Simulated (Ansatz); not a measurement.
**Structure types of HfC at a series of pressures**

All-electron LAPW in Ansatz 0.2.0 under PBE, scalar-relativistic, energies extrapolated to zero smearing, no spin–orbit coupling; spin polarisation is left out. At each pressure a set of structure types was relaxed with symmetry kept. The table gives H = E + pV above the lowest type of that row in meV/atom (up to 5 of noise); a dash means not tried or turned into another type. Real phases may be missing from the set. k spacings are near 0.17 to 0.21 Å⁻¹, smearing 0.05 to 0.1 eV.

Q: Among rocksalt, CsCl, zincblende, WC, NiAs, which leads at 0.032, 20, 47, 94, 170, 280 GPa?

A: rocksalt at 0.032 GPa; rocksalt at 20 GPa; rocksalt at 47 GPa; rocksalt at 94 GPa; rocksalt at 170 GPa; rocksalt at 280 GPa.

| p (GPa) | V of the lowest (Å³/atom) | rocksalt | CsCl | zincblende | WC | NiAs |
| --- | --- | --- | --- | --- | --- | --- |
| 0.032 | 12.58 | 0 | 1359 | 636 | 764 | 533 |
| 20 | 11.68 | 0 | 1308 | 1018 | 829 | 614 |
| 47 | 10.83 | 0 | 1227 | 1431 | 891 | 704 |
| 94 | 9.82 | 0 | 1082 | 1986 | 954 | 823 |
| 170 | 8.77 | 0 | 852 | 2651 | 995 | 960 |
| 280 | 7.81 | 0 | 540 | 3348 | 975 | 1079 |
